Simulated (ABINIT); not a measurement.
Crystal: CuAu.

```
CELL_PARAMETERS angstrom
2.81075 0.00000 0.00000
0.00000 2.81075 0.00000
0.00000 0.00000 3.68500
ATOMIC_POSITIONS crystal
Au 0.00000 0.00000 0.00000
Cu 0.50000 0.50000 0.50000
```

Base run:

| Item | Value |
| --- | --- |
| Program | ABINIT 10.8.3 (patched build) |
| Functional | PBEsol |
| Potentials or basis | PseudoDojo NC SR PBEsol v0.4.1 standard |
| Cutoff | 1252 eV |
| k mesh | 9 × 9 × 7 |
| Occupations | fermi-dirac, width 0.05 eV |
| Spin | no spin polarisation |

Its results: band gap on the k mesh none (metal or under the smearing width); pressure -4.3 GPa.

**Question.** The run is repeated on the same cell with these changes: potentials or basis from PseudoDojo NC SR PBEsol v0.4.1 standard to JTH PAW PBE v2.0; cutoff from 1252 eV to 707 eV; valence electrons from 38 to 30. What comes out?

**Answer.** Band gap on the k mesh none (metal or under the smearing width); pressure -3.5 GPa.

Caveats: the PAW data sets were made with another functional, which shifts forces and pressure a little (some runs).
